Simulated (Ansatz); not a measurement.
Crystal: Cd.

```
Cd
1.0
     2.97887    0.00000    0.00000
    -1.48944    2.57978    0.00000
     0.00000    0.00000    5.61765
Cd
2
Direct
  0.66667 0.33333 0.75000
  0.33333 0.66667 0.25000
```

```yaml
Program: Ansatz 0.2.0
Task: single point
Functional: PBEsol
Potentials_or_basis: Ansatz PAW
Cutoff: "420 eV (not typed: the program's choice for these potentials)"
k_mesh: 10 × 10 × 5
Occupations: fermi-dirac, width 0.05 eV
Spin: no spin polarisation
```

On this cell: pressure -1.6 GPa; largest force under 0.003 eV/Å; band gap on the k mesh none (metal or under the smearing width).

The same run follows on a disturbed copy (atoms moved at random, drawn with an rms of 0.05 Å):

```xyz
2
Lattice="2.9789 0.0000 0.0000 -1.4894 2.5798 0.0000 0.0000 0.0000 5.6177" Properties=species:S:1:pos:R:3 pbc="T T T"
Cd    1.4630    0.8500    4.2765
Cd   -0.0846    1.7571    1.4493
```

Task: What changes?

Result: The energy (extrapolated to zero smearing) moves by +0.5 meV/atom; pressure -1.6 GPa; largest force 0.033 eV/Å; band gap on the k mesh none (metal or under the smearing width).

Forces in eV/Å, atoms in the order of the input:
```
Cd  -0.015  0.013 -0.026
Cd   0.015 -0.013  0.026
```

Stress tensor (GPa, compression positive):
```
-1.28 -0.09  0.01
-0.09 -1.42 -0.01
 0.01 -0.01 -1.95
```

Caveats: the PAW data sets come from PBE, with cores solved anew for the run's functional, which leaves a small shift of forces and pressure.
